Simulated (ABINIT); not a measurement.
The system is AlN.

```
Al N
1.0
     0.00000    2.18399    2.18399
     2.18399    0.00000    2.18399
     2.18399    2.18399    0.00000
Al N
1 1
Direct
  0.00000 0.00000 0.00000
  0.25000 0.25000 0.25000
```

Measurements of this composition are mostly on another form, of space group No. 186.

Program: ABINIT 10.8.3 (patched build). Alike in all runs: no spin polarisation; cell as given; smearing fermi-dirac 0.05 eV. Hardware: 1 thread of Arm Neoverse V2 (shared host).

Order these runs on this cell by their wall time, lowest first.
A. task single point; level PBE; potentials or basis JTH PAW PBE v2.0; k mesh 6 × 6 × 6; cutoff (eV) 680; fine-grid cutoff 1278.94 eV
B. task single point; level r2SCAN; potentials or basis JTH PAW PBE v2.0; k mesh 6 × 6 × 6; cutoff (eV) 816; fine-grid cutoff 1414.99 eV
C. task band structure; level BLYP; potentials or basis PseudoDojo NC SR PBE v0.4.1 standard; k mesh 10 × 10 × 10; cutoff (eV) 1143

A (5.3 s), B (20 s), C (48 s).
